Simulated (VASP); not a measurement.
Wanted: the native input for a VASP 6.6.1 run.

```yaml
Task: relaxation of cell and atoms
Functional: PBE
Dispersion: D3(BJ)
Potentials_or_basis: VASP PAW PBE potentials, release 64 (Mg, Se)
Cutoff: 600 eV
k_mesh: 8 × 8 × 8
Occupations: gaussian, width 0.02 eV
Spin: no spin polarisation
Dipole_correction: no
Further_INCAR_settings: ALGO = Fast; EDIFF = 1e-07; IBRION = 2; EDIFFG = -0.005; NSW = 70; ISIF = 3
```

The structure of MgSe lies in POSCAR:

```
MgSe
1.0
    0.0000000000      2.7544736754      2.7544736754
    2.7544736754      0.0000000000      2.7544736754
    2.7544736754      2.7544736754      0.0000000000
Mg Se
1 1
Direct
    0.0000000000      0.0000000000      0.0000000000
    0.5000000000      0.5000000000      0.5000000000
```

These files were run (other wordings do the same):

INCAR

```
SYSTEM = MgSe
ALGO = Fast ; EDIFF = 1E-7
EDIFFG = -0.005 ; ENCUT = 600
GGA = PE ; IBRION = 2
ISIF = 3 ; ISMEAR = 0
IVDW = 12 ; LASPH = .True.
LCHARG = .False. ; LREAL = .False.
LWAVE = .False. ; NELM = 60
NSW = 70 ; PREC = Accurate
SIGMA = 0.02
```

KPOINTS

```
k-points
0
Gamma
  8 8 8
  0 0 0
```

Potentials or basis: VASP PAW PBE potentials, release 64 (Mg, Se).

Command:

```bash
$ cat potpaw_PBE.64/Mg/POTCAR potpaw_PBE.64/Se/POTCAR > POTCAR
$ mpirun -np 1 vasp_std > vasp.out
```

It gave:

```
Relaxed volume                         : 19.91 Å³/atom
Relaxed cell                           : a = 3.833 Å, b = 3.833 Å, c = 3.833 Å, α = 60.00°, β = 60.00°, γ = 60.00°
Space group after relaxing (to 0.05 Å) : Fm-3m (No. 225)
Energy gained by relaxing              : 9.6 meV/atom
Ionic steps                            : 3
Pressure after relaxing                : 0.0 GPa
Band gap on the k mesh                 : 1.83 eV, indirect (least direct gap 2.71 eV)
Dispersion energy per atom             : -0.380 eV
```

It took 37 s on 1 thread of Intel(R) Xeon(R) Platinum 8259CL CPU @ 2.50GHz (Skylake/Cascade Lake), on a shared host, peak memory 0.2 GiB.
